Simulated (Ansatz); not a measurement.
An Ansatz input:

```yaml
crystal:
  lattice:
    - [4.6324895941, 0.0, 0.0]
    - [-2.316244797, 4.0118536712, 0.0]
    - [0.0, 0.0, 5.8869033533]
  atoms:
    - { symbol: Te, position: [0.2535874846, 1.0, 0.3333333333] }
    - { symbol: Te, position: [1.0, 0.2535874846, 0.6666666667] }
    - { symbol: Te, position: [0.7464125154, 0.7464125154, 0.0] }
hamiltonian:
  xc: r2scan
  pseudopotentials:
    kind: paw_fr
    azcp:
      Te: "pseudopotentials/Te.paw.azcp"
basis:
  ecutwfc: 500
  fft_grid_basis: typed
kpoints:
  mp_grid: { grid: [6, 6, 4], shift: [0, 0, 0] }
magnetization:
  noncollinear: true
  spin_orbit: true
scf:
  occupations: { method: fermi_dirac, width: 0.05 }
```

Terminal output

```
Engine: ansatz 0.2.0, x86_64-unknown-linux-gnu
Pseudopotentials: kind: paw_fr
Pseudopotential: Te, paw_fr, valence charge 16, recommended cutoff 500 eV (meta_gga) 
Functional definition: r2SCAN
  parameter k0 = 0.174
  parameter k1 = 0.065
  parameter a1 = 4.9479
  exchange = r2scan_x(k0 = k0, k1 = k1, a1 = a1)
  correlation = r2scan_c
non-collinear run that drives no moment, with spin-orbit: no starting moment large enough to seed its density (crystal.atoms[].spin), no starting occupations that ask for one, no magnetisation constraint and no magnetic field, so the semilocal B_xc is pinned to zero
Crystal: 3 atoms, lattice volume = 109.407 Å³
Basis set: ecut = 500 eV, 2787 PW (Γ), exchange–correlation on 144×144×180 points (64 copies of the dense FFT grid, shifted against one another)
Bands: 58, of which v1, the nominal top of the filled ones, is band 48 counted from 1 (47 counted from 0)
Symmetry: 6 space group operations + 6 with time reversal
Magnetic group: BNS 152.34 (UNI 1264), of the structure as read, at distance tolerance 4.8e-5 Å
k-points: 24 of 144 (time reversal used)
Projection manifold: j_resolved (fully-relativistic pseudo-atomic orbitals)
Non-local potential: Te, projectors of the file, l = 0: 2, l = 1: 4, l = 2: 4, l = 3: 4
PAW form: soft (Blöchl's): semilocal exchange-correlation on the pseudo side does not see the compensation charge
PAW frozen core: Te, regenerated for the run's functional (the file was generated under x = pbe(κ = 0.804, μ = 0.2195149727645171), c = pbe(β = 0.06672455060314922))
PAW one-centre angular grid: Te, 590 points (default); XC on 224 Gauss nodes
Initial density: superposition of atomic densities (chi_scale 0.1, normalization cell)
Initial wavefunctions: pseudopotential atomic-orbital guess
Functional: x = r2scan, c = r2scan; τ floored in thin density (d = 2e-4 eV/Å³)
iter 1 solved again at ethr=5.04e-4 eV; its pass at ethr=3.10e-3 eV (dr2=2.42e-1 eV) is discarded
SCF iter   1: F=—  HF=-20950.258595 eV  |F-HF|=—  |Δ(HF+E_count)|=         —  Δρ=1.70e-2  dr2=2.39e-1  dr2_τ=6.79e-4  dr2_m=0.00e0 (ungated)  ethr=5.04e-4  |M|=0.00e0 ∫|m|=0.00e0 μB  |m|>n=0.0e0 m-floor=0.0e0 τ_xc=0.0e0  β_m=0.30  ⟨swp⟩=1.4  Hψ=9435  notcnv=0
spin=Noncollinear: Resta preconditioning applied to the charge; magnetization (m_x, m_y, m_z) channels mix plain (no charge-response kernel on spin).
SCF iter   2: F=—  HF=-20950.293620 eV  |F-HF|=—  |Δ(HF+E_count)|=   3.50e-2  Δρ=1.30e-2  dr2=1.39e-1  dr2_τ=2.46e-4  dr2_m=0.00e0 (ungated)  ethr=4.98e-4  |M|=0.00e0 ∫|m|=0.00e0 μB  |m|>n=0.0e0 m-floor=0.0e0 τ_xc=0.0e0  β_m=0.65  ⟨swp⟩=2.0  Hψ=1624  notcnv=0
SCF iter   3: F=—  HF=-20950.312721 eV  |F-HF|=—  |Δ(HF+E_count)|=   1.91e-2  Δρ=9.52e-4  dr2=1.26e-3  dr2_τ=1.69e-5  dr2_m=0.00e0 (ungated)  ethr=2.89e-4  |M|=0.00e0 ∫|m|=0.00e0 μB  |m|>n=0.0e0 m-floor=0.0e0 τ_xc=0.0e0  β_m=0.74  ⟨swp⟩=4.0  Hψ=2830  notcnv=0
SCF iter   4: F=—  HF=-20950.313299 eV  |F-HF|=—  |Δ(HF+E_count)|=   5.79e-4  Δρ=3.39e-4  dr2=1.17e-4  dr2_τ=5.31e-7  dr2_m=0.00e0 (ungated)  ethr=2.62e-6  |M|=0.00e0 ∫|m|=0.00e0 μB  |m|>n=0.0e0 m-floor=0.0e0 τ_xc=0.0e0  β_m=0.87  ⟨swp⟩=2.0  Hψ=1824  notcnv=0
SCF iter   5: F=—  HF=-20950.313410 eV  |F-HF|=—  |Δ(HF+E_count)|=   1.11e-4  Δρ=6.33e-5  dr2=5.15e-6  dr2_τ=2.45e-8  dr2_m=0.00e0 (ungated)  ethr=2.44e-7  |M|=0.00e0 ∫|m|=0.00e0 μB  |m|>n=0.0e0 m-floor=0.0e0 τ_xc=0.0e0  β_m=0.93  ⟨swp⟩=2.0  Hψ=1824  notcnv=0
SCF iter   6: F=—  HF=-20950.313406 eV  |F-HF|=—  |Δ(HF+E_count)|=   4.11e-6  Δρ=1.42e-5  dr2=3.79e-7  dr2_τ=1.42e-9  dr2_m=0.00e0 (ungated)  ethr=1.07e-8  |M|=0.00e0 ∫|m|=0.00e0 μB  |m|>n=0.0e0 m-floor=0.0e0 τ_xc=0.0e0  β_m=0.97  ⟨swp⟩=3.0  Hψ=2984  notcnv=0
SCF iter   7: F=-20950.313406 eV  HF=-20950.313406 eV  |F-HF|=1.95e-8  |Δ(HF+E_count)|=   1.37e-7  Δρ=3.76e-6  dr2=1.47e-8  dr2_τ=7.86e-11  dr2_m=0.00e0 (ungated)  ethr=2.08e-10  |M|=0.00e0 ∫|m|=0.00e0 μB  |m|>n=0.0e0 m-floor=0.0e0 τ_xc=0.0e0  ⟨swp⟩=3.6  Hψ=3114  notcnv=0
SCF 1 converged in 7 iterations: F = -20950.313406 eV  dr2 = 1.47e-8
SCF converged after 7 iterations
Magnetization: |M| = 0.0000 μB,  M = (+0.0000, +0.0000, +0.0000) μB
Absolute magnetization: 0.0000 μB (∫|m|)
  site 0: m = (+0.0000, +0.0000, +0.0000) μB, |m| = 0.0000 μB  (R = 1.17 Å)
  site 1: m = (+0.0000, +0.0000, +0.0000) μB, |m| = 0.0000 μB  (R = 1.17 Å)
  site 2: m = (+0.0000, +0.0000, +0.0000) μB, |m| = 0.0000 μB  (R = 1.17 Å)
Free energy (F): -20950.313406 eV
Harris-Foulkes:  -20950.313406 eV  (|F-HF|=1.95e-8)
Internal energy: -20950.313201 eV  (E = F + TS)
E sigma→0 (E₀):  -20950.313304 eV
Entropy (-TS):   -0.000205 eV (-0.068 meV/atom)
Fermi energy:    7.877501 eV
--- Per-component energies (eV) ---
  E_band       = -879.185062
  E_kinetic    = 539.301620
  E_local      = -4085.742422  (includes V_loc(G=0)·N_el)
  E_nonlocal   = -930.097757
  E_hartree    = 2541.881988
  E_xc         = -344.458695
  E_vxc        = -333.510936  (∫ρ·V_xc dr)
  E_paw        = -14025.232638  (= ΣΔE_a)
  E_vpaw       = -1173.448857  (= ΣTr[D̂ρ^β])
  E_aug_tail   = -0.000104  (compensation charges beyond the density's cutoff)
  E_vtau       = 20.550818  (kinetic-family band-sum trace: ∫τ·v_τ [+ j·A + Jᵃ·Aᵃ] dr)
  E_ewald      = -4646.858073
  E_core_change = 0.892879  (= ΣΔE_core)
  E_smearing   = -0.000205  (= −TS)
  E_closure    = 0.000000  (closes the sum)
  Σ components = -20950.313406   (vs F -20950.313406, Δ=0.00e0)
```
